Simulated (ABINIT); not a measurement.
Here is an ABINIT 10.8.3 (patched build) calculation.

The input run.abi:

```
# Datasets: ground state, then fixed potential
ndtset 2

# Pseudopotentials
pp_dirpath "./"
pseudos "In.upf, P.upf"

# Structure
acell 7.83169184 7.83169184 7.83169184
rprim
     0.0000000000     0.7071067812     0.7071067812
     0.7071067812     0.0000000000     0.7071067812
     0.7071067812     0.7071067812     0.0000000000
ntypat 2
znucl 49 15
natom 2
typat 1 2
xred
     0.0000000000     0.0000000000     0.0000000000
     0.7500000000     0.7500000000     0.7500000000

# Plane-wave basis
ecut 952.398519 eV

# Exchange and correlation
ixc 11

# Bands and occupations
occopt 3
tsmear 0.05 eV

# SCF cycle
nstep 100

# Output
iomode 3
prtwf 0
prteig 0
prtebands 0
enunit 2
prtden1 1
prtvha1 1
prtvclmb1 1
prtpot1 1
prtelf1 1

# Dataset 1
kptopt1 1
ngkpt1 8 8 8
nshiftk1 1
shiftk1 0.0 0.0 0.0
nband1 13
tolvrs1 1.0e-10

# Dataset 2: bands along G-X-W-K-G-L-U-W-L-K
iscf2 -2
getden2 1
nband2 17
nbdbuf2 2
tolwfr2 1.0e-12
kptopt2 -9
ndivsm2 8
prteig2 1
kptbounds2
     0.0000000000     0.0000000000     0.0000000000
     0.5000000000     0.0000000000     0.5000000000
     0.5000000000     0.2500000000     0.7500000000
     0.3750000000     0.3750000000     0.7500000000
     0.0000000000     0.0000000000     0.0000000000
     0.5000000000     0.5000000000     0.5000000000
     0.6250000000     0.2500000000     0.6250000000
     0.5000000000     0.2500000000     0.7500000000
     0.5000000000     0.5000000000     0.5000000000
     0.3750000000     0.3750000000     0.7500000000
```

Potentials or basis: Ansatz NC PBE.

Run with:

```bash
$ abinit run.abi > log 2>&1
```

Problem. Estimate the band gap on the k mesh.

Solution. 0.71 eV, direct.

Problem. Estimate the band gap along the path.

Solution. 0.71 eV, direct.

Levels at the corners of the path, in eV from the valence-band top:
```
point  band 6  band 7  band 8  band 9  band 10  band 11  band 12  band 13
    Γ  -11.52    0.00    0.00    0.00     0.71     4.10     4.10     4.10
    X   -9.15   -5.75   -2.32   -2.32     1.77     2.27     9.21     9.59
    W   -9.07   -5.60   -2.95   -2.91     4.29     4.38     5.57     6.21
    K   -9.16   -5.60   -3.30   -1.93     2.36     4.39     7.51     7.54
    Γ  -11.52    0.00    0.00    0.00     0.71     4.10     4.10     4.10
    L   -9.80   -5.73   -0.97   -0.97     1.50     4.81     4.81     7.10
    U   -9.16   -5.60   -3.30   -1.93     2.36     4.39     7.51     7.54
    W   -9.07   -5.60   -2.95   -2.91     4.29     4.38     5.57     6.21
    L   -9.80   -5.73   -0.97   -0.97     1.50     4.81     4.81     7.10
    K   -9.16   -5.60   -3.30   -1.93     2.36     4.39     7.51     7.54
```

Caveat: spin-orbit coupling is left out, which moves the levels of the heavy elements.

**What was measured.**

From a printed reference work, data compilation, for a bulk crystal of InP at 1.6 K: band gap 1.4236 eV (direct).

Against the measured gap of InP, 1.4236 eV (direct; 1.6 K; a printed reference work, data compilation), the calculated 0.71 eV is off by -0.72 eV. Spin-orbit coupling on In is left out. The value is that of PBE, without temperature or zero-point motion. Semilocal functionals fall short of measured gaps as a rule.
